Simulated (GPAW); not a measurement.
# A GW chain in GPAW: SiC (F-43m), part 2 of 2

How does a plane-wave GW calculation on SiC (F-43m) run from the first input to the gap?

GPAW 26.7.0; PBE and many-body steps on it, plane waves. Known limits of the many-body steps: not at the basis limit.

So far. Step 3 (Bands along the symmetry lines): The gap is 1.350 eV, as in the run before at this level. Step 4 (Empty states on the mesh, 6×6×6 mesh, 96 bands): On this mesh the gap is 1.350 eV.

### 5. Screening and self-energy, 6×6×6 mesh, 86 bands, screening to 150 eV

G0W0 replaces the xc potential by the self-energy, built once from these orbitals. Only a window of levels is corrected, while the sums run over the empty bands that the input names.

This step: G0W0 on PBE, plane waves, PAW.

The input, run.py:

```python
import json
import numpy as np
from gpaw.mpi import world
from gpaw.response.g0w0 import G0W0

gw = G0W0('full.gpw',
    filename='gw',
    kpts=[0, 12],
    bands=(2, 6),
    ecut=150,
    nbands=86,
    integrate_gamma='WS',
    ppa=True)
gw.calculate()
res = {mode: {k: v for k, v in r.items() if k != 'sigma_eskwn'}
       for mode, r in gw.all_results.items()}

if world.rank == 0:
    with open('result.json', 'w') as f:
        json.dump(res, f, default=lambda x: x.tolist())
```

On the command line:

```
$ mpirun -n 4 gpaw python run.py
```

Numbers of over 12 decimals in the logs are rounded to 6 here.

Output:

```text
Using integrator: PointIntegrator
FrequencyGridDescriptor(from 0.000+0.000j to 0.000+27.211j eV, 2 points)
Nonperiodic BCs:  [False False False]
Using integrator: PointIntegrator
FrequencyGridDescriptor(from 0.000+0.000j to 0.000+27.211j eV, 2 points)
Nonperiodic BCs:  [False False False]
  ___  _ _ _
 |   || | | |
 | | || | | |
 |__ ||_____|
 |___|

BZ k-points: Symmetries present (total): 24

  [... matrices ...]
216 k-points: 6 x 6 x 6 Monkhorst-Pack grid + [1/12,1/12,1/12]
16 k-points in the irreducible part of the Brillouin zone
       k-points in crystal coordinates                weights
   0:     0.00000000    0.00000000    0.00000000          1/216
   1:     0.16666667    0.16666667    0.00000000          6/216
   2:     0.16666667    0.16666667    0.16666667          8/216
   3:     0.33333333    0.16666667    0.16666667         12/216
   4:     0.33333333    0.33333333   -0.33333333         12/216
   5:     0.33333333    0.33333333    0.00000000          6/216
   6:     0.33333333    0.33333333    0.16666667         24/216
   7:     0.33333333    0.33333333    0.33333333          8/216
   8:     0.50000000    0.33333333   -0.33333333         24/216
   9:     0.50000000    0.33333333   -0.16666667         12/216
          ...
  15:     0.50000000    0.50000000    0.50000000          4/216

Distributing spins, k-points and bands (1 x 2 x 4) over 4 processes
Number of blocks: 1

Quasi particle states:
k-points (IBZ indices): [0, 12]
Band range: (2, 6)
  [... matrices ...]
Computational parameters:
Plane wave cut-off: 150 eV
Number of bands: 86
Coulomb cutoff: None
Broadening: 0.1 eV

fxc modes: GW
Kernel: RPA
Using Godby-Needs plasmon-pole approximation:
  Fitting energy: i*E0, E0 = 1.000 Hartree
Summing all q:

Calculating screened Coulomb potential
No Coulomb truncation
FrequencyGridDescriptor(from 0.000+0.000j to 0.000+27.211j eV, 2 points)
Removing empty qpoint cache files...

Calculating chi0 body with:
    Ground state adapter containing:
    Number of spins: 1
    Number of kpoints: 216
    Number of irreducible kpoints: 16
    Number of completely occupied states: 4
    Number of partially occupied states: 4
    Occupied states memory: 0.35595703125 M / cpu

    Linear response parametrization:
    q_c: [1.3877787807814457e-17, 1.3877787807814457e-17, 1.3877787807814457e-17]
    Number of frequency points: 2
    Planewave cutoff: 150.0
    Number of bands: 86
    Number of planewaves: 65
    Broadening (eta): 1e-06
    comm.size: 4
    kncomm.size: 4
    blockcomm.size: 1

    Memory estimate of potentially large arrays:
        chi0_wGG: 0.128937 M / cpu
Integrating chi0 body.

Symmetries of q_c:
    Direct symmetries (Uq -> q): 24
    Indirect symmetries (TUq -> q): 24
In total 48 allowed symmetries.

  [... matrices ...]
16 groups of equivalent kpoints. 92.592593% reduction.

Integral kind: response function
Integrating chi0 head and wings.

Symmetries of q_c:
    Direct symmetries (Uq -> q): 24
    Indirect symmetries (TUq -> q): 24
In total 48 allowed symmetries.

  [... matrices ...]
16 groups of equivalent kpoints. 92.592593% reduction.

Integral kind: response function wings

Calculating chi0 body with:
    Ground state adapter containing:
    Number of spins: 1
    Number of kpoints: 216
    Number of irreducible kpoints: 16
    Number of completely occupied states: 4
    Number of partially occupied states: 4
[... the further q-points ...]

Results:
f:      Occupation numbers
eps:     KS-eigenvalues [eV]
vxc:     KS vxc [eV]
exx:     Exact exchange [eV]
sigma:   Self-energies [eV]
dsigma:  Self-energy derivatives
Z:       Renormalization factors
qp:      QP-energies [eV]

k-point 0 (0): (0.000, 0.000, 0.000)                GW
band       f     eps     vxc     exx   sigma  dsigma       Z      qp
                                                                   GW
   2   1.000   8.249 -15.737 -18.301   1.892  -0.255   0.797   7.713
   3   1.000   8.249 -15.736 -18.301   1.892  -0.255   0.797   7.713
   4   0.000  14.510 -15.446  -9.671  -5.072  -0.256   0.796  15.069
   5   0.000  15.550 -13.909  -8.136  -4.974  -0.232   0.812  16.198

k-point 1 (12): (0.500, 0.500, 0.000)                GW
band       f     eps     vxc     exx   sigma  dsigma       Z      qp
                                                                   GW
   2   1.000   5.057 -14.795 -18.539   2.711  -0.269   0.788   4.243
   3   1.000   5.057 -14.795 -18.539   2.711  -0.269   0.788   4.243
   4   0.000   9.599 -11.372  -7.198  -3.878  -0.213   0.824   9.843
   5   0.000  12.563 -12.323  -7.464  -4.341  -0.211   0.826  12.991
```

Wall time 41 s (4 MPI ranks of Arm Neoverse V1, shared host); peak memory 1 GiB.

Numbers from this step:

- G0W0 gap on the points computed: 2.130 eV
- least direct G0W0 gap on the computed points: 5.600 eV
- Z at the valence top: 0.7971
- Z at the conduction bottom: 0.8242
- starting gap on the mesh: 1.350 eV
- k of the valence top: 0, 0, 0
- k of the conduction bottom: 0.5, 0.5, 0

The gap on the mesh goes from 1.35 eV to 2.13 eV, a correction of +0.78 eV.

Limits: finite bands, cutoff and mesh. v1 is the top filled band, c1 the lowest empty one. The levels before and after the correction (eV, zero at the valence-band top of each column):

```tsv
	conduction bottom	valence top
Kohn-Sham	1.35	0.00
G0W0	2.13	0.00
```

```tsv
	level	energy (eV)
Kohn-Sham	Γ v2-v1	0.000
Kohn-Sham	Γ c1	6.261
Kohn-Sham	Γ c2	7.301
Kohn-Sham	(0.5 0.5 0) v2-v1	-3.192
Kohn-Sham	(0.5 0.5 0) c1	1.350
Kohn-Sham	(0.5 0.5 0) c2	4.314
G0W0	Γ v2-v1	0.000
G0W0	Γ c1	7.357
G0W0	Γ c2	8.485
G0W0	(0.5 0.5 0) v2-v1	-3.470
G0W0	(0.5 0.5 0) c1	2.130
G0W0	(0.5 0.5 0) c2	5.279
```

### 6. Where the time went

Times are wall times on 4 MPI ranks of Arm Neoverse V1, shared host, good to a factor of about two.

```tsv
step	time	share	memory (GiB)
ground state	5.8 s	10 %	0.58
bands along the symmetry lines	5.4 s	9 %	0.6
empty states on the mesh	6 s	10 %	0.7
screening and self-energy	41 s	71 %	1.0
```

### 7. What came out

| Item | Value |
| --- | --- |
| PBE gap | 1.35 eV, indirect |
| G0W0 gap on the mesh | 2.13 eV |
| GW settings | 6×6×6 mesh, 86 bands, screening to 150 eV, Godby-Needs plasmon pole |
| known limits | not at the basis limit |

What this shows: G0W0 moves the gap on the mesh from 1.35 eV to 2.13 eV (+0.78 eV), with Z of 0.80 and 0.82 at the edges. Only 2 of the mesh's irreducible points were corrected, so a valley elsewhere could overtake. The dearest step here is «screening and self-energy». Against experiment, by G0W0@PBE: the gap of 2.13 eV lies −0.26 eV from the measured 2.39 eV (kind not stated, quoted 2020); the gap of 2.13 eV lies −0.27 eV from the measured 2.4 eV (indirect, 2018). The calculation has static nuclei and no excitons; a measured gap holds zero-point and thermal motion, which mostly lowers it. Bands and cutoff are finite, so the gap is not at the basis limit. The miss can reach some tenths of an eV and take either sign; the mesh is an error of its own. These stock PAW sets were not made for GW. In the G0W0 run levels were corrected at 2 k points alone, so a gap called «on the mesh» is the least over those, and an edge elsewhere would be missed.

[Paths, hosts, dates, memory and timing lines, banners, echoed tables and standing remarks are left out of the program output.]

[Logs are printed without paths, hosts, clocks, repeated set-up lines and the standing remarks that a program may print on its own settings, such as how far it seeks lower states.]

[Runs of the session that timed out or met a known fault of the program may be left out.]

[Hosts, paths, dates, database ids (printed as entryN), source tags and the programs' standing remarks are cut or masked in the printed files.]
